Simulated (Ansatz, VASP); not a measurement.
HgTe in VASP and in Ansatz

```
CELL_PARAMETERS angstrom
0.00000 3.27276 3.27276
3.27276 0.00000 3.27276
3.27276 3.27276 0.00000
ATOMIC_POSITIONS crystal
Hg 0.00000 0.00000 0.00000
Te 0.25000 0.25000 0.25000
```

Alike in both runs: functional PBE; dispersion D3(BJ); k mesh 12 × 12 × 12; occupations gaussian, width 0.1 eV; no spin polarisation.

Ansatz relaxed the structure, and its values are those at the end. VASP's run is a single point on that final structure, the one shown.

|  | VASP | Ansatz |
| --- | --- | --- |
| version | VASP 6.6.1 | Ansatz 0.2.0 |
| potentials or method | VASP PAW PBE potentials, release 64 (Hg, Te) | scalar-relativistic, plane waves, PAW |
| plane-wave cutoff (eV) | 520 | 420 |
| valence electrons in the cell | 18 | 36 |

VASP gave:

```
gap on the k mesh at the Fermi level (eV) : none
pressure (GPa)                            : 0.1
```

**Question.** What did Ansatz give for the same quantities?

**Answer.** gap on the k mesh at the Fermi level (eV): none; pressure (GPa): 0.0.

A gap of «none» marks a metal or a gap that the smearing closes. The two sets of potentials don't hold the same shells in valence.

Caveats: pairwise dispersion overbinds metals, which lowers pressure and volume. Spin-orbit coupling is left out, which matters for the levels of Hg, Te.
